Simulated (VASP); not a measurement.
Wanted: the native input for a VASP 6.6.1 run.

* Task: relaxation of cell and atoms
* Functional: r2SCAN
* Potentials or basis: VASP PAW PBE potentials, release 64 (Li_sv, Cl)
* Cutoff: 600 eV
* k mesh: 8 × 8 × 8
* Occupations: gaussian, width 0.02 eV
* Spin: no spin polarisation
* Further INCAR settings: ALGO = Normal; EDIFF = 1e-07; IBRION = 2; EDIFFG = -0.005; NSW = 90; ISIF = 3

The structure of LiCl lies in POSCAR:

```
LiCl
1.0
    0.0000000000      2.5421223400      2.5421223400
    2.5421223400      0.0000000000      2.5421223400
    2.5421223400      2.5421223400      0.0000000000
Li Cl
1 1
Direct
    0.0000000000      0.0000000000      0.0000000000
    0.5000000000      0.5000000000      0.5000000000
```

The cell is a database's computed one.

The input as run:

INCAR

```
PREC = Accurate
ENCUT = 600
EDIFF = 1E-7
ISMEAR = 0
SIGMA = 0.02
LREAL = F
LASPH = T
NELM = 80
ALGO = Normal
ISIF = 3
LWAVE = F
LCHARG = F
METAGGA = R2SCAN
LMIXTAU = T
IBRION = 2
NSW = 90
EDIFFG = -0.005
```

KPOINTS

```
Automatic mesh
0
Gamma
  8 8 8
```

Potentials or basis: VASP PAW PBE potentials, release 64 (Li_sv, Cl).

Launch:

```bash
$ cat potpaw_PBE.64/Li_sv/POTCAR potpaw_PBE.64/Cl/POTCAR > POTCAR
$ mpirun -np 1 vasp_std > vasp.out
```

Results of the run:

| Quantity | Value |
| --- | --- |
| Relaxed volume | 16.44 Å³/atom |
| Relaxed cell | a = 3.596 Å, b = 3.596 Å, c = 3.596 Å, α = 60.00°, β = 60.00°, γ = 60.00° |
| Space group after relaxing (to 0.05 Å) | Fm-3m (No. 225) |
| Energy gained by relaxing | 0.0 meV/atom |
| Ionic steps | 2 |
| Pressure after relaxing | 0.0 GPa |
| Band gap on the k mesh | 7.47 eV, direct |

Caveat: the cutoff is under 1.25 times the usual one of these potentials, so pressure, stress and relaxed cells hold a basis-set (Pulay) error; the PAW data sets were made with another functional, which shifts forces and pressure a little.

Wall time 74 s on 1 thread of Intel(R) Xeon(R) 6975P-C (Granite Rapids) (shared host), peak memory 0.17 GiB.
